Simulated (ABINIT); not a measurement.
# Li2O (Fm-3m) in ABINIT: further runs

Runs on Li2O. Level: r2SCAN. Tasks: equation of state.

All numbers are computed with ABINIT 10.8.3 (patched build); they aren't measurements. Logs are shortened: lines on timing, memory, paths and dates and some standing lists are left out, and cuts for length are marked. The log counts tension as positive stress, the text compression.

## Step 1: Starting point

The structure is cubic, space group Fm-3m (No. 225). Conventional cell: a = 4.654 Å, b = 4.654 Å, c = 4.654 Å, α = 90.00°, β = 90.00°, γ = 90.00°. Around O (site symmetry m-3m) lie 8 Li at 2.02 Å. Li (site symmetry -43m) has 4 O at 2.02 Å as nearest neighbours.

The cell comes from a database or a generator and needn't be the stable form of this composition.

## Step 2: Equation of state, r2SCAN

The input, run.abi:

```
ndtset 7
scalecart1 3*0.9795861087
scalecart2 3*0.9864848297
scalecart3 3*0.9932883884
scalecart4 3*1.0000000000
scalecart5 3*1.0066227096
scalecart6 3*1.0131594038
scalecart7 3*1.0196128224

pp_dirpath "./"
pseudos "O.GGA_PBE-ansatz.xml, Li.GGA_PBE-ansatz.xml"

acell 3*1.0
rprim
     0.0000000000     4.3971175137     4.3971175137
     4.3971175137     0.0000000000     4.3971175137
     4.3971175137     4.3971175137     0.0000000000
ntypat 2
znucl 8 3
natom 3
typat 1 2 2
xred
     0.0000000000     0.0000000000     0.0000000000
     0.2500000000     0.2500000000     0.2500000000
     0.7500000000     0.7500000000     0.7500000000

ecut 19.0
pawecutdg 38.0
pawovlp -1

kptopt 1
ngkpt 8 8 8
nshiftk 1
shiftk 0.0 0.0 0.0

ixc -497498
usekden 1
pawxcdev 0

nband 10
occopt 3
tsmear 0.05 eV

nstep 100
tolvrs 1.0e-7

iomode 3
prtwf 0
prtden 0
prteig 0
prtebands 0
enunit 1
```

Potentials or basis: Ansatz PAW PBE default generated set, frozen core.

On the command line:

```bash
mpirun --bind-to none -np 4 abinit run.abi > log 2>&1
```

run.abo:

```text
[... set-up lines left out ...]
 ETOT  1  -30.988805612498    -3.099E+01 7.759E+00 1.833E+01
 ETOT  2  -31.108496934464    -1.197E-01 3.191E-01 8.099E+00
 ETOT  3  -31.106261624465     2.235E-03 2.249E-01 1.107E+00
 ETOT  4  -31.107940416883    -1.679E-03 2.297E-03 2.797E-02
 ETOT  5  -31.107947140091    -6.723E-06 2.432E-03 2.287E-03
 ETOT  6  -31.107955996891    -8.857E-06 3.449E-04 2.959E-05
 ETOT  7  -31.107956120330    -1.234E-07 2.804E-04 2.969E-06
 ETOT  8  -31.107956118693     1.637E-09 1.259E-04 9.850E-08

 At SCF step    8       nres2   =  9.85E-08 < tolvrs=  1.00E-07 =>converged.

Result for kinetic energy density :

--------------------------------------------------------------------------------
 Total kinetic energy density [Ha/Bohr^3]
)     Maximum=    1.7093E+00  at reduced coord.    0.0000    0.0000    0.0000
)     Minimum=    1.6746E-03  at reduced coord.    0.5000    0.5000    0.5000
   Integrated=    8.2631E+00
--------------------------------------------------------------------------------

 Cartesian components of stress tensor (hartree/bohr^3)
  sigma(1 1)= -2.57819021E-05  sigma(3 2)=  0.00000000E+00
  sigma(2 2)= -2.57819021E-05  sigma(3 1)=  0.00000000E+00
  sigma(3 3)= -2.57819021E-05  sigma(2 1)=  0.00000000E+00

--- !ResultsGS
iteration_state: {dtset: 1, }
comment   : Summary of ground state results
lattice_vectors:
- [  0.0000000,   4.3073552,   4.3073552, ]
- [  4.3073552,   0.0000000,   4.3073552, ]
- [  4.3073552,   4.3073552,   0.0000000, ]
lattice_lengths: [   6.09152,    6.09152,    6.09152, ]
lattice_angles: [ 60.000,  60.000,  60.000, ] # degrees, (23, 13, 12)
lattice_volume:   1.5983139E+02
convergence: {deltae:  1.637E-09, res2:  9.850E-08, residm:  1.259E-04, diffor: null, }
etotal    :  -3.11079561E+01
entropy   :   0.00000000E+00
fermie    :   1.27579071E-01
cartesian_stress_tensor: # hartree/bohr^3
- [ -2.57819021E-05,   0.00000000E+00,   0.00000000E+00, ]
- [  0.00000000E+00,  -2.57819021E-05,   0.00000000E+00, ]
- [  0.00000000E+00,   0.00000000E+00,  -2.57819021E-05, ]
pressure_GPa:   7.5853E-01
xred      :
- [  0.0000E+00,   0.0000E+00,   0.0000E+00,  O]
- [  2.5000E-01,   2.5000E-01,   2.5000E-01, Li]
- [  7.5000E-01,   7.5000E-01,   7.5000E-01, Li]
cartesian_forces: # hartree/bohr
- [  2.34422727E-29,  -2.86516666E-29,   7.81409089E-30, ]
- [ -5.46986362E-29,   3.38610605E-29,   7.81409089E-30, ]
- [  3.12563636E-29,  -5.20939393E-30,  -1.56281818E-29, ]
force_length_stats: {min:   3.53318286E-29, max:   6.48041067E-29, mean:   4.59904480E-29, }
...

 Integrated electronic density in atomic spheres:
 ------------------------------------------------
 Atom  Sphere_radius  Integrated_density
    1        1.79524          5.76408326
    2        2.63806          3.92491826
    3        2.63806          3.92491826

================================================================================

 ----iterations are completed or convergence reached----

 Mean square residual over all n,k,spin=   69.491E-08; max=  12.594E-05
 reduced coordinates (array xred) for    3 atoms
       0.000000000000      0.000000000000      0.000000000000
       0.250000000000      0.250000000000      0.250000000000
       0.750000000000      0.750000000000      0.750000000000
 rms dE/dt=  1.5383E-28; max dE/dt=  3.3658E-28; dE/dt below (all hartree)
    1       0.000000000000      0.000000000000      0.000000000000
    2      -0.000000000000      0.000000000000      0.000000000000
    3       0.000000000000      0.000000000000     -0.000000000000
[... 1159 lines left out ...]
--- !EnergyTerms
iteration_state     : {dtset: 7, }
comment             : Components of total free energy in Hartree
kinetic             :  8.15494304406725E+00
hartree             :  7.20035627997619E+00
xc                  : -3.53080537050904E+00
Ewald energy        : -1.81190737702059E+01
psp_core            :  5.38316528263927E-01
local_psp           : -2.21576882444022E+01
PAW spherical_terms : -3.19131835493151E+00
internal            : -3.11052698877413E+01
'-kT*entropy'       :  9.39953108989034E-16
total_energy        : -3.11052698877413E+01
total_energy_eV     : -8.46417513200811E+02
...

--- !EnergyTermsDC
iteration_state     : {dtset: 7, }
comment             : '"Double-counting" decomposition of free energy'
band_energy         : -7.57938616385810E+00
Ewald energy        : -1.81190737702059E+01
psp_core            :  5.38316528263927E-01
xc_dc               : -5.97544899987903E+00
PAW spherical_terms :  3.03560352707506E-02
internal            : -3.11052363704083E+01
'-kT*entropy'       :  9.39953108989034E-16
total_energy_dc     : -3.11052363704083E+01
total_energy_dc_eV  : -8.46416601147718E+02
...

--- !EnergyTermsWithPAWCore
iteration_state     : {dtset: 7, }
comment             : 'Components of total free energy, including PAW core contributions'
Total energy        : -9.04673662288080E+01
Total energy DC     : -9.04673327114751E+01
Total energy (eV)   : -2.46174244510871E+03
Total energy DC (eV): -2.46174153305562E+03
...

 Cartesian components of stress tensor (hartree/bohr^3)
  sigma(1 1)=  2.66279746E-04  sigma(3 2)=  0.00000000E+00
  sigma(2 2)=  2.66279746E-04  sigma(3 1)=  0.00000000E+00
  sigma(3 3)=  2.66279746E-04  sigma(2 1)=  0.00000000E+00

-Cartesian components of stress tensor (GPa)         [Pressure= -7.8342E+00 GPa]
- sigma(1 1)=  7.83422060E+00  sigma(3 2)=  0.00000000E+00
- sigma(2 2)=  7.83422060E+00  sigma(3 1)=  0.00000000E+00
- sigma(3 3)=  7.83422060E+00  sigma(2 1)=  0.00000000E+00

== END DATASET(S) ==============================================================
================================================================================

 -outvars: echo values of variables after computation  --------
            acell      1.0000000000E+00  1.0000000000E+00  1.0000000000E+00 Bohr
           etotal1    -3.1107956119E+01
           etotal2    -3.1107942531E+01
           etotal3    -3.1107728982E+01
           etotal4    -3.1107335132E+01
           etotal5    -3.1106778732E+01
           etotal6    -3.1106073528E+01
           etotal7    -3.1105236370E+01
            fcart1     2.3442272663E-29 -2.8651666588E-29  7.8140908876E-30
                      -5.4698636213E-29  3.3861060513E-29  7.8140908876E-30
                       3.1256363550E-29 -5.2093939251E-30 -1.5628181775E-29
            fcart2     5.8195838308E-30 -3.2331021282E-30 -6.4662042564E-31
                       2.9097919154E-30  1.6165510641E-30  3.2331021282E-31
                      -8.7293757461E-30  1.6165510641E-30  3.2331021282E-31
            fcart3    -0.0000000000E+00 -0.0000000000E+00 -0.0000000000E+00
                       9.6328706937E-31 -9.6328706937E-31 -9.6328706937E-31
                      -9.6328706937E-31  9.6328706937E-31  9.6328706937E-31
            fcart4    -9.5682186070E-31 -9.5682186070E-31  9.5682186070E-31
                       0.0000000000E+00  0.0000000000E+00  0.0000000000E+00
                       9.5682186070E-31  9.5682186070E-31 -9.5682186070E-31
            fcart5    -3.8021071910E-30  3.8021071910E-30 -1.2673690637E-30
                      -3.8021071910E-30  7.0064923216E-46  6.3368453183E-30
                       7.6042143820E-30 -3.8021071910E-30 -5.0694762547E-30
            fcart6     6.2959613075E-30 -3.7775767845E-30 -1.2591922615E-30
                      -8.8143458305E-30  7.0064923216E-46  1.3851114877E-29
                       2.5183845230E-30  3.7775767845E-30 -1.2591922615E-29
            fcart7     1.0009779814E-29 -3.0029339441E-29  1.0009779814E-29
                      -1.2512224767E-29  6.7566013743E-29 -4.2541564208E-29
                       2.5024449534E-30 -3.7536674301E-29  3.2531784395E-29
            rprim1     0.0000000000E+00  4.3073552347E+00  4.3073552347E+00
                       4.3073552347E+00  0.0000000000E+00  4.3073552347E+00
                       4.3073552347E+00  4.3073552347E+00  0.0000000000E+00
            rprim2     0.0000000000E+00  4.3376897217E+00  4.3376897217E+00
                       4.3376897217E+00  0.0000000000E+00  4.3376897217E+00
                       4.3376897217E+00  4.3376897217E+00  0.0000000000E+00
            rprim3     0.0000000000E+00  4.3676057688E+00  4.3676057688E+00
                       4.3676057688E+00  0.0000000000E+00  4.3676057688E+00
                       4.3676057688E+00  4.3676057688E+00  0.0000000000E+00
            rprim4     0.0000000000E+00  4.3971175137E+00  4.3971175137E+00
                       4.3971175137E+00  0.0000000000E+00  4.3971175137E+00
                       4.3971175137E+00  4.3971175137E+00  0.0000000000E+00
            rprim5     0.0000000000E+00  4.4262383461E+00  4.4262383461E+00
                       4.4262383461E+00  0.0000000000E+00  4.4262383461E+00
                       4.4262383461E+00  4.4262383461E+00  0.0000000000E+00
            rprim6     0.0000000000E+00  4.4549809586E+00  4.4549809586E+00
                       4.4549809586E+00  0.0000000000E+00  4.4549809586E+00
                       4.4549809586E+00  4.4549809586E+00  0.0000000000E+00
            rprim7     0.0000000000E+00  4.4833573986E+00  4.4833573986E+00
                       4.4833573986E+00  0.0000000000E+00  4.4833573986E+00
                       4.4833573986E+00  4.4833573986E+00  0.0000000000E+00
           strten1    -2.5781902120E-05 -2.5781902120E-05 -2.5781902120E-05
                       0.0000000000E+00  0.0000000000E+00  0.0000000000E+00
           strten2     3.6349861408E-05  3.6349861408E-05  3.6349861408E-05
                       0.0000000000E+00  0.0000000000E+00  0.0000000000E+00
           strten3     9.2210072581E-05  9.2210072581E-05  9.2210072581E-05
                       0.0000000000E+00  0.0000000000E+00  0.0000000000E+00
           strten4     1.4272933673E-04  1.4272933673E-04  1.4272933673E-04
                       0.0000000000E+00  0.0000000000E+00  0.0000000000E+00
           strten5     1.8845811565E-04  1.8845811565E-04  1.8845811565E-04
                       0.0000000000E+00  0.0000000000E+00  0.0000000000E+00
           strten6     2.2950078914E-04  2.2950078914E-04  2.2950078914E-04
                       0.0000000000E+00  0.0000000000E+00  0.0000000000E+00
           strten7     2.6627974592E-04  2.6627974592E-04  2.6627974592E-04
                       0.0000000000E+00  0.0000000000E+00  0.0000000000E+00
           xangst1     0.0000000000E+00  0.0000000000E+00  0.0000000000E+00
                       1.1396771140E+00  1.1396771140E+00  1.1396771140E+00
                       3.4190313419E+00  3.4190313419E+00  3.4190313419E+00
           xangst2     0.0000000000E+00  0.0000000000E+00  0.0000000000E+00
                       1.1477032736E+00  1.1477032736E+00  1.1477032736E+00
                       3.4431098207E+00  3.4431098207E+00  3.4431098207E+00
           xangst3     0.0000000000E+00  0.0000000000E+00  0.0000000000E+00
                       1.1556187187E+00  1.1556187187E+00  1.1556187187E+00
                       3.4668561562E+00  3.4668561562E+00  3.4668561562E+00
           xangst4     0.0000000000E+00  0.0000000000E+00  0.0000000000E+00
                       1.1634271902E+00  1.1634271902E+00  1.1634271902E+00
                       3.4902815705E+00  3.4902815705E+00  3.4902815705E+00
           xangst5     0.0000000000E+00  0.0000000000E+00  0.0000000000E+00
                       1.1711322306E+00  1.1711322306E+00  1.1711322306E+00
                       3.5133966918E+00  3.5133966918E+00  3.5133966918E+00
           xangst6     0.0000000000E+00  0.0000000000E+00  0.0000000000E+00
                       1.1787371984E+00  1.1787371984E+00  1.1787371984E+00
                       3.5362115951E+00  3.5362115951E+00  3.5362115951E+00
           xangst7     0.0000000000E+00  0.0000000000E+00  0.0000000000E+00
                       1.1862452810E+00  1.1862452810E+00  1.1862452810E+00
                       3.5587358431E+00  3.5587358431E+00  3.5587358431E+00
             xred      0.0000000000E+00  0.0000000000E+00  0.0000000000E+00
                       2.5000000000E-01  2.5000000000E-01  2.5000000000E-01
                       7.5000000000E-01  7.5000000000E-01  7.5000000000E-01
 Calculation completed.
```

Wall time 2.6 min (4 MPI ranks of Arm Neoverse V2, shared host); peak memory 0.84 GiB.

Results:

| Quantity | Value |
| --- | --- |
| Equilibrium volume | 7.97 Å³/atom |
| Bulk modulus | 87 GPa |
| Pressure derivative of the bulk modulus | 3.8 |

Energy against volume, from the lowest point:
```
volume (Å³/atom)  energy (meV/atom)
           7.895               0.00
           8.063               0.12
           8.231               2.06
           8.399               5.63
           8.567              10.68
           8.735              17.08
           8.903              24.67
```

Caveat: the atomic spheres overlap; pressures at fixed basis lie under the slope of the energies; the PAW data sets were made with another functional, which shifts forces and pressure a little.

## Step 3: Equation of state, r2SCAN

run.abi, as its differences from that of step 2:

```diff
@@ -10,3 +10,3 @@
 pp_dirpath "./"
-pseudos "O.GGA_PBE-ansatz.xml, Li.GGA_PBE-ansatz.xml"
+pseudos "O.GGA_PBE-JTH.xml, Li.GGA_PBE-JTH.xml"
 
@@ -26,5 +26,4 @@
 
-ecut 19.0
-pawecutdg 38.0
-pawovlp -1
+ecut 28.0
+pawecutdg 50.0
```

Potentials or basis: JTH PAW PBE v2.0.

On the command line:

```bash
mpirun --bind-to none -np 4 abinit run.abi > log 2>&1
```

Wall time 82 s (4 MPI ranks of Arm Neoverse V2, shared host); peak memory 0.56 GiB.

The run converged. Its results:

```
Equilibrium volume                      : 8.03 Å³/atom
Bulk modulus                            : 88 GPa
Pressure derivative of the bulk modulus : 4.2 (rough: it moves with the points fitted)
```

Energy against volume, from the lowest point:
```tsv
volume (Å³/atom)	energy (meV/atom)
7.895	0.61
8.063	0.00
8.231	1.28
8.399	4.19
8.567	8.73
8.735	14.58
8.903	21.64
```

Caveat: pressures at fixed basis lie under the slope of the energies; the PAW data sets were made with another functional, which shifts forces and pressure a little.

## Step 4: Equation of state, r2SCAN

run.abi, as its differences from that of step 3:

```diff
@@ -10,3 +10,3 @@
 pp_dirpath "./"
-pseudos "O.GGA_PBE-JTH.xml, Li.GGA_PBE-JTH.xml"
+pseudos "O_ONCV_PBE-1.2.upf, Li_ONCV_PBE-1.2.upf"
 
@@ -26,4 +26,3 @@
 
-ecut 28.0
-pawecutdg 50.0
+ecut 50.0
 
@@ -36,3 +35,2 @@
 usekden 1
-pawxcdev 0
 
@@ -43,3 +41,3 @@
 nstep 100
-tolvrs 1.0e-7
+tolvrs 1.0e-9
```

Potentials or basis: SG15 NC PBE v1.2.

On the command line:

```bash
mpirun --bind-to none -np 4 abinit run.abi > log 2>&1
```

Wall time 2.9 min (4 MPI ranks of Arm Neoverse V2, shared host); peak memory 0.48 GiB.

It converged, with:

| Property | Result |
| --- | --- |
| Equilibrium volume | 8.05 Å³/atom (rough: see the caveat) |
| Bulk modulus | 85 GPa (rough) |

Energy against volume, from the lowest point:
```
volume (Å³/atom)  energy (meV/atom)
           7.895               0.86
           8.063               0.00
           8.231               1.00
           8.399               3.68
           8.567               7.88
           8.735              13.50
           8.903              20.37
```

Caveat: a meta-GGA on norm-conserving files made for a GGA shifts volumes by about 1 %; pressures at fixed basis lie under the slope of the energies; the potentials were made for another functional, which shifts forces and pressure; the fit is rough or its minimum lies at the end of the range.

## Step 5: Equation of state, r2SCAN

run.abi, as its differences from that of step 4:

```diff
@@ -10,3 +10,3 @@
 pp_dirpath "./"
-pseudos "O_ONCV_PBE-1.2.upf, Li_ONCV_PBE-1.2.upf"
+pseudos "O.upf, Li.upf"
 
@@ -35,2 +35,4 @@
 usekden 1
+nc_xccc_gspace 1
+boxcutmin 3.0
```

Potentials or basis: PseudoDojo NC SR PBE v0.4.1 standard.

On the command line:

```bash
mpirun --bind-to none -np 4 abinit run.abi > log 2>&1
```

Run time: 8 min. Hardware: 4 MPI ranks of Arm Neoverse V2, shared host; peak memory 0.84 GiB.

The run converged. Its results:

| Property | Result |
| --- | --- |
| Equilibrium volume | 8.05 Å³/atom (rough: see the caveat) |
| Bulk modulus | 85 GPa (rough) |

Energy against volume, from the lowest point:
| volume (Å³/atom) | energy (meV/atom) |
| --- | --- |
| 7.895 | 0.81 |
| 8.063 | 0.00 |
| 8.231 | 1.04 |
| 8.399 | 3.74 |
| 8.567 | 7.95 |
| 8.735 | 13.51 |
| 8.903 | 20.32 |

Caveat: a meta-GGA on potentials with a model core is unreliable; a meta-GGA on norm-conserving files made for a GGA shifts volumes by about 1 %; pressures at fixed basis lie under the slope of the energies; the potentials were made for another functional, which shifts forces and pressure; the fit is rough or its minimum lies at the end of the range.

## Step 6: Summary

| potentials or basis | cutoff (eV) | fine-grid cutoff | V0 of scaled cells (Å³/atom) | B0 (GPa) |
| --- | --- | --- | --- | --- |
| Ansatz PAW PBE default generated set, frozen core | 517 | 1034.03 eV | 7.97 | 87 |
| JTH PAW PBE v2.0 | 762 | 1360.57 eV | 8.03 | 88 |
| SG15 NC PBE v1.2 | 1361 | - | - | - |
| PseudoDojo NC SR PBE v0.4.1 standard | 1361 | - | - | - |

Alike in all rows: task equation of state; level r2SCAN; no spin polarisation; cell as given; k mesh 8 × 8 × 8; smearing fermi-dirac 0.05 eV.

Caveats: pressures at fixed basis lie under the slope of the energies; the PAW data sets were made with another functional, which shifts forces and pressure a little (some runs); a meta-GGA on norm-conserving files made for a GGA shifts volumes by about 1 % (some runs); the potentials were made for another functional, which shifts forces and pressure (some runs); the fit is rough or its minimum lies at the end of the range (some runs); the atomic spheres overlap (some runs); a meta-GGA on potentials with a model core is unreliable (some runs).

Total energies depend on the potentials used, so only differences within one code and one set of settings carry meaning.
